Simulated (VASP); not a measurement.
# Settings for MoS₂: self-consistent run

MoS₂, P6_3/mmc (no. 194), 6 atoms in the cell. PBE with TS; PAW potentials Mo_sv, S (PBE set). VASP 6.6.1.

Wanted: energy within 2 meV/atom; pressure within 0.1 GPa.

POSCAR:
```
MoS2
1.0
    3.1690000000      0.0000000000      0.0000000000
   -1.5845000000      2.7444345046      0.0000000000
    0.0000000000      0.0000000000     12.3240000000
Mo S
2 4
Direct
    0.6666666667      0.3333333333      0.7500000000
    0.3333333333      0.6666666667      0.2500000000
    0.6666666667      0.3333333333      0.3770000000
    0.3333333333      0.6666666667      0.8770000000
    0.6666666667      0.3333333333      0.1230000000
    0.3333333333      0.6666666667      0.6230000000
```

## Self-consistent screening

| Self-consistent screening | Energy less reference (meV/atom) | Pressure (GPa) | SCF iterations | Time (s) |
|---|---|---|---|---|
| default | 0.0 | -0.91 | 17 | 46 |
| SCSRAD = 30 | -0.2 | -0.89 | 17 | 38 |
| SCSRAD = 60 | 0.0 | -0.91 | 17 | 38 |
| LSCALER0 = F | 160.1 | 1.53 | 17 | 48 |

## Question

For each series: keep the first row unless others stay within half of the tolerance and take at least 30 % less time, and then take the fastest.

## Answer

- self-consistent screening: default

## The input

INCAR:
```
ALGO = Normal ; EDIFF = 1E-7
ENCUT = 520 ; ISIF = 2
ISMEAR = 0 ; IVDW = 2
LASPH = T ; LCHARG = F
LREAL = F ; LVDWSCS = T
LWAVE = F ; NELM = 100
PREC = Accurate ; SIGMA = 0.02
```

KPOINTS:
```
k-points
0
Gamma
  7 7 2
```

Commands:
```
cat potpaw_PBE.64/Mo_sv/POTCAR potpaw_PBE.64/S/POTCAR > POTCAR
mpirun -np 1 vasp_std > vasp.out
```

The chosen input took VASP 6.6.1 46 s on 1 core (Intel Xeon 6975P-C (Granite Rapids)), a shared host.
